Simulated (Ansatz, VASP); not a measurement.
## Na in VASP and in Ansatz

```
Na
1.0
    -1.88829    1.88829    2.63728
     1.88829   -1.88829    2.63728
     1.88829    1.88829   -2.63728
Na
1
Cartesian
  0.0000 0.0000 0.0000
```

This isn't the form of Na at room conditions, which is bcc.

Alike in both runs: task single point; functional PBEsol; k mesh 6 × 6 × 6; occupations gaussian, width 0.1 eV; no spin polarisation.

|  | VASP | Ansatz |
| --- | --- | --- |
| version | VASP 6.6.1 | Ansatz 0.2.0 |
| potentials or method | VASP PAW PBE potentials, release 64 (Na_pv) | scalar-relativistic, plane waves, PAW |
| plane-wave cutoff (eV) | 520 | 420 |
| valence electrons in the cell | 7 | 9 |

Ansatz gave:

```
gap on the k mesh at the Fermi level (eV)       : none
pressure (GPa)                                  : -0.2
largest component of the traceless stress (GPa) : 0.09
```

Problem. Estimate VASP's values.

Solution. gap on the k mesh at the Fermi level (eV): none; pressure (GPa): -0.1; largest component of the traceless stress (GPa): 0.09.

A gap of «none» marks a metal or a gap that the smearing closes. With one functional, cell and mesh, what is left measures potentials, basis and numerics. The two sets of potentials don't hold the same shells in valence.

Caveats: the k mesh is coarse (spacing up to 0.39 Å⁻¹), so the values aren't converged; the PAW data sets were made with another functional, which shifts forces and pressure a little (VASP).
